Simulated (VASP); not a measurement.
Li: equation of state with PBE

Crystal: Li.

```
Li
1.0
     0.00000    2.20200    2.20200
     2.20200    0.00000    2.20200
     2.20200    2.20200    0.00000
Li
1
Cartesian
  0.0000 0.0000 0.0000
```

This isn't the form of Li at room conditions, which is bcc.

```yaml
Program: VASP 6.6.1
Task: equation of state
Functional: PBE
Potentials_or_basis: VASP PAW PBE potentials, release 64 (Li_sv)
Cutoff: 520 eV
k_mesh: 10 × 10 × 10
Occupations: fermi-dirac, width 0.05 eV
Spin: no spin polarisation
Further_INCAR_settings: ALGO = Normal; EDIFF = 1e-07; NBANDS = 8
```

The equilibrium volume is 20.31 Å³/atom and the bulk modulus is 13.8 GPa. The pressure derivative of the bulk modulus is 3.1.

Energy against volume, from the lowest point:
```
volume (Å³/atom)  energy (meV/atom)
          20.073               0.05
          20.500               0.00
          20.927               0.69
          21.354               2.08
          21.781               4.08
          22.208               6.65
          22.635               9.76
```

All runs of the series together: 56 s on 1 thread of Intel(R) Xeon(R) Platinum 8375C CPU @ 2.90GHz (Ice Lake), on a shared host.

Caveat: the cutoff is under 1.25 times the usual one of these potentials, so pressure, stress and relaxed cells hold a basis-set (Pulay) error.
